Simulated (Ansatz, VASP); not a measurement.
BP: VASP beside Ansatz

```xyz
2
Lattice="0.0000 2.2989 2.2989 2.2989 0.0000 2.2989 2.2989 2.2989 0.0000" Properties=species:S:1:pos:R:3 pbc="T T T"
P     3.4483    3.4483    3.4483
B     0.0000    0.0000    0.0000
```

Change from the starting cell: volume scaled by 1.04.

Alike in both runs: task single point; functional PBEsol; k mesh 10 × 10 × 10; occupations fermi-dirac, width 0.05 eV; no spin polarisation.

|  | VASP | Ansatz |
| --- | --- | --- |
| version | VASP 6.6.1 | Ansatz 0.2.0 |
| potentials or method | VASP PAW PBE potentials, release 64 (P, B), cutoff 520 eV | all-electron LAPW, scalar-relativistic |

Ansatz gave:

| Quantity | Value |
| --- | --- |
| gap on the k mesh at the Fermi level (eV) | 1.19 |
| least direct gap on the mesh (eV) | 3.31 |
| pressure (GPa) | -7.9 |

Q: Estimate VASP's values.

A: gap on the k mesh at the Fermi level (eV): 1.18; least direct gap on the mesh (eV): 3.30; pressure (GPa): -7.8.

Ansatz ran all-electron here, so the differences hold the error of VASP's frozen core and of both bases.

Caveats: the PAW data sets were made with another functional, which shifts forces and pressure a little (VASP). A k mesh can miss the band edges.
